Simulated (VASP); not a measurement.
A run of VASP 6.6.1 is set up as follows.

Contents of INCAR:

```
SYSTEM = MoS2
PREC = Accurate
ENCUT = 600
EDIFF = 1E-6
ISMEAR = 0
SIGMA = 0.03
LREAL = .False.
LASPH = .True.
NELM = 80
ALGO = Normal
ISIF = 3
LWAVE = .False.
LCHARG = .False.
IBRION = 2
NSW = 90
EDIFFG = -0.01
KPAR = 2
```

Contents of KPOINTS:

```
regular mesh
0
Gamma
  12 12 3
  0 0 0
```

Contents of POSCAR:

```
MoS2
1.0
    3.1690000000      0.0000000000      0.0000000000
   -1.5845000000      2.7444345046      0.0000000000
    0.0000000000      0.0000000000     12.3240000000
Mo S
2 4
Direct
    0.3333333333      0.6666666667      0.2500000000
    0.6666666667      0.3333333333      0.7500000000
    0.3333333333      0.6666666667      0.6230000000
    0.6666666667      0.3333333333      0.1230000000
    0.3333333333      0.6666666667      0.8770000000
    0.6666666667      0.3333333333      0.3770000000
```

Potentials or basis: VASP PAW LDA potentials, release 64 (Mo_sv, S).

Run with:

```sh
$ cat potpaw_LDA.64/Mo_sv/POTCAR potpaw_LDA.64/S/POTCAR > POTCAR
$ mpirun -np 2 vasp_std > vasp.out
```

(1) Estimate the space group after relaxing (to 0.05 Å).

(2) Estimate the relaxed cell.

(3) What does it give for the band gap on the k mesh?

(4) What does it give for the relaxed volume?

Results:

(1) P6_3/mmc (No. 194).

(2) a = 3.124 Å, b = 3.124 Å, c = 12.075 Å, α = 90.00°, β = 90.00°, γ = 120.00°.

(3) 0.74 eV, indirect (least direct gap 1.76 eV).

(4) 17.01 Å³/atom.

Caveat: an odd mesh through Γ misses points on the zone boundary, where band edges often lie.
